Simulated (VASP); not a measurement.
The system is AlN.

```
CELL_PARAMETERS angstrom
0.00000 2.03452 2.03452
2.03452 0.00000 2.03452
2.03452 2.03452 0.00000
ATOMIC_POSITIONS crystal
Al 0.50000 0.50000 0.50000
N 0.00000 0.00000 0.00000
```

Measurements of this composition are mostly on another form, of space group No. 186.

| Property | Result |
| --- | --- |
| Program | VASP 6.6.1 |
| Task | relaxation of cell and atoms |
| Functional | LDA |
| Potentials or basis | VASP PAW LDA potentials, release 64 (Al, N) |
| Cutoff | 600 eV |
| k mesh | 10 × 10 × 10 |
| Occupations | gaussian, width 0.02 eV |
| Spin | no spin polarisation |

At the start: pressure -10.5 GPa; volume 8.42 Å³/atom.

**Question.** How do energy, volume and symmetry change on relaxing?

**Answer.** Over 3 steps the energy falls by 11.6 meV/atom and the volume is 8.08 Å³/atom (-4.0 %); space group Fm-3m (No. 225, to 0.05 Å).

The path:
```
step  energy change (eV)  largest force (eV/Å)  pressure (GPa)  volume (Å³)
   1              0.0000                0.0000          -10.55        16.84
   2             -0.0003                0.0000           11.99        15.53
   3             -0.0232                0.0000           -0.08        16.16
```

Final structure:
```cif
data_structure
_symmetry_space_group_name_H-M 'P 1'
_symmetry_Int_Tables_number 1
_cell_length_a 2.8381
_cell_length_b 2.8381
_cell_length_c 2.8381
_cell_angle_alpha 60.000
_cell_angle_beta 60.000
_cell_angle_gamma 60.000
_cell_volume 16.16
loop_
_atom_site_label
_atom_site_type_symbol
_atom_site_fract_x
_atom_site_fract_y
_atom_site_fract_z
_atom_site_occupancy
Al1 Al 0.50000 0.50000 0.50000 1
N1 N 0.00000 0.00000 0.00000 1
```
